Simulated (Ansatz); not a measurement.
A surface is cut from this relaxed crystal of HfC:

```
Hf C
1.0
     0.00000    2.32575    2.32575
     2.32575    0.00000    2.32575
     2.32575    2.32575    0.00000
Hf C
1 1
Direct
  0.50000 0.50000 0.50000
  0.00000 0.00000 0.00000
```

Miller indices refer to the conventional cell of Fm-3m (No. 225), a = 4.651 Å, b = 4.651 Å, c = 4.651 Å, α = 90.00°, β = 90.00°, γ = 90.00°.

The (111) slab of 9 planes, 10.7 Å thick with 15 Å of vacuum as cut; outer planes Hf (top) and Hf (bottom).

Theory: DFT PBE, scalar-relativistic, plane waves, PAW (Ansatz 0.2.0). Cutoff 420 eV; k points 12×12×1 on the computed 9-atom cell (Γ-centred); Gaussian smearing, width 0.10 eV; no spin polarisation. The cell repeats along c with a dipole correction in the vacuum.

The slab isn't stoichiometric (Hf5C4), so its surface energy depends on the chemical potentials; it is given with the excess atoms taken from the elements' standard states. Read from the bulk's Fermi level, the relaxed top face's work function is 4.87 eV: the slab is thin for this quantity. The slab's inner planes relax by over 3 % too, so it holds no bulk-like region.

Results for the relaxed slab:

For the relaxed slab, the surface energy in the limit rich in the excess atoms' elements is 1.66 J/m². The work function is 4.69 eV.

Relaxation lowers the energy by 0.318 J/m² a face; the largest move is 0.141 Å.

| plane (bottom to top) | atoms | spacing to next, bulk (Å) | relaxed (Å) | change (%) |
| --- | --- | --- | --- | --- |
| 1 | Hf | 1.343 | 1.133 | -15.6 |
| 2 | C | 1.343 | 1.482 | +10.4 |
| 3 | Hf | 1.343 | 1.265 | -5.8 |
| 4 | C | 1.343 | 1.351 | +0.6 |
| 5 | Hf | 1.343 | 1.351 | +0.6 |
| 6 | C | 1.343 | 1.265 | -5.8 |
| 7 | Hf | 1.343 | 1.482 | +10.4 |
| 8 | C | 1.343 | 1.133 | -15.6 |
| 9 | Hf |  |  |  |

Spin-orbit coupling is left out, which matters for the bands of heavy elements.

The top two spacings change in opposite senses (-15.6 and +10.4 %).
